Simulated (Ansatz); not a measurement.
Bi2Se3 (Paraguanajuatite):

```
CELL_PARAMETERS angstrom
2.07150 1.19598 9.54533
-2.07150 1.19598 9.54533
0.00000 -2.39196 9.54533
ATOMIC_POSITIONS crystal
Bi 0.59920 0.59920 0.59920
Bi 0.40080 0.40080 0.40080
Se 0.78830 0.78830 0.78830
Se 0.21170 0.21170 0.21170
Se 0.00000 0.00000 0.00000
```

```yaml
Program: Ansatz 0.2.0
Task: relaxation of cell and atoms
Functional: PBE
Potentials_or_basis: Ansatz PAW
Cutoff: "420 eV (not typed: the program's choice for these potentials)"
k_mesh: 8 × 8 × 8
Occupations: fermi-dirac, width 0.05 eV
Spin: no spin polarisation
```

At the start: volume 28.38 Å³/atom.

Q: Where does the relaxation end?

A: It ends after 9 steps and the volume is 31.62 Å³/atom (+11.4 %); space group R-3m (No. 166, to 0.05 Å).

Step by step:
```tsv
step	energy change (eV)	largest force (eV/Å)	volume (Å³)
1	0.0000	0.1594	141.89
2	-0.0284	0.3660	153.79
3	-0.0641	0.0370	151.43
4	-0.0682	0.0687	151.95
5	-0.0761	0.0123	154.52
6	-0.0775	0.0010	156.57
7	-0.0777	0.0010	157.80
8	-0.0777	0.0001	158.11
9	-0.0798	0.0006	158.11
```

Final structure:
```cif
data_structure
_symmetry_space_group_name_H-M 'P 1'
_symmetry_Int_Tables_number 1
_cell_length_a 10.6743
_cell_length_b 10.6743
_cell_length_c 10.6743
_cell_angle_alpha 22.641
_cell_angle_beta 22.641
_cell_angle_gamma 22.641
_cell_volume 158.11
loop_
_atom_site_label
_atom_site_type_symbol
_atom_site_fract_x
_atom_site_fract_y
_atom_site_fract_z
_atom_site_occupancy
Bi1 Bi 0.60415 0.60415 0.60415 1
Bi2 Bi 0.39585 0.39585 0.39585 1
Se1 Se 0.77928 0.77928 0.77928 1
Se2 Se 0.22072 0.22072 0.22072 1
Se3 Se 0.00000 0.00000 0.00000 1
```

Caveat: the plane-wave basis is chosen anew once the cell has moved, so the energies of steps on either side of that aren't comparable.
